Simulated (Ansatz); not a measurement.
A run of Ansatz 0.2.0 is set up as follows.

input.yaml

```yaml
crystal:
  lattice:
    - [-3.045603, 3.045603, 1.55941]
    - [3.045603, -3.045603, 1.55941]
    - [3.045603, 3.045603, -1.55941]
  atoms:
    - { symbol: Hg, position: [0.75, 0.25, 0.5] }
    - { symbol: Te, position: [0.0, 0.0, 0.0] }
hamiltonian:
  xc: pbesol
  pseudopotentials: { kind: paw_fr }
magnetization:
  noncollinear: true
  spin_orbit: true
kpoints:
  mp_grid: { grid: [10, 10, 10] }
  band_path:
    path:
      - [[0.0, 0.0, 0.0], [0.0, 0.0, 0.5], [-0.5, 0.5, 0.5], [0.0, 0.0, 0.0], [0.3155411497, 0.3155411497, -0.3155411497], [0.25, 0.25, 0.25], [0.0, 0.5, 0.0], [-0.3155411497, 0.6844588503, 0.3155411497], [-0.5, 0.5, 0.5]]
      - [[0.0, 0.0, 0.5], [0.25, 0.25, 0.25]]
    npoints: 14
scf:
  occupations: { method: fermi_dirac, width: 0.05 }
  n_extra_bands: 6
output:
  forces: true
  stress: true
  eigenvalues: true
  fatbands: false
```

Potentials or basis: Ansatz PAW.

Launch:

```console
$ ansatz run input.yaml --threads 2 --pin off --max-ram 5632MiB --backend cpu --events-out ev --progress --plain --runs-dir out
```

(1) Estimate the band gap on the k mesh.

(2) What does it give for the pressure?

Answers

(1) none (metal or under the smearing width).

(2) -3.6 GPa.

Caveat: the PAW data sets come from PBE, with cores solved anew for the run's functional, which leaves a small shift of forces and pressure.
